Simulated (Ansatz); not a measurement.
Results of revPBE in Ansatz (plane waves, PAW) for cubic perovskite CsPbI3 (cubic high-temperature phase).

Numerical settings: plane-wave cutoff 520 eV, 6×6×6 k mesh, Fermi–Dirac smearing 0.01 eV, scalar-relativistic PAW data made under PBE.

Cell (relaxed at this level):

```
CsPbI3
1.0
    6.51620     0.00000     0.00000
    0.00000     6.51620     0.00000
    0.00000     0.00000     6.51620
Cs Pb I
1 1 3
Direct
  0.00000   0.00000   0.00000
  0.50000   0.50000   0.50000
  0.50000   0.00000   0.50000
  0.00000   0.50000   0.50000
  0.50000   0.50000   0.00000
```

Estimate the bulk modulus B0, band gap, direct gap at Γ and pressure derivative B′ of the bulk modulus that the calculation returns.


* **bulk modulus B0**: 12.4 GPa
* **band gap**: 1.68 eV
* **direct gap at Γ**: 4.43 eV
* **pressure derivative B′ of the bulk modulus**: 4.7

Note: the cell is over a tenth larger than the published one: the level's own overestimate first of all, though another phase or state, or a fault of the published cell, is possible; the relaxation could not lower the start's symmetry, so the cell can be a saddle point above a distorted one.

Spin–orbit coupling is not included; with these elements it can move the gap by several tenths of an eV or more.

The result took roughly 4 core-minutes.

Ansatz is a quantum-chemistry and plane-wave program.
